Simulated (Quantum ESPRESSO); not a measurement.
Crystal: Ca.

```
CELL_PARAMETERS angstrom
0.00000 2.79420 2.79420
2.79420 0.00000 2.79420
2.79420 2.79420 0.00000
ATOMIC_POSITIONS crystal
Ca 0.00000 0.00000 0.00000
```

* Program: Quantum ESPRESSO 7.5
* Task: single point
* Functional: PBEsol
* Potentials or basis: GBRV 1.5 PBEsol
* Cutoff: 612 eV
* Density cutoff: 4898 eV
* k mesh: 8 × 8 × 8
* Occupations: fermi-dirac, width 0.05 eV
* Spin: no spin polarisation

On this cell: pressure -1.2 GPa; band gap on the k mesh none (metal or under the smearing width).

The same run follows on a disturbed copy (cell strained at random at fixed volume):

```
Ca
1.0
     0.02261    2.80956    2.74477
     2.75250    0.03962    2.72775
     2.84984    2.88989   -0.05772
Ca
1
Direct
  0.99927 0.00324 0.99894
```

Task: What does the disturbed cell give?

Result: The energy (extrapolated to zero smearing) moves by +4.8 meV/atom; pressure -1.2 GPa; band gap on the k mesh none (metal or under the smearing width).

Stress tensor (GPa, compression positive):
```
-1.14 -0.60  0.40
-0.60 -1.25  0.25
 0.40  0.25 -1.10
```
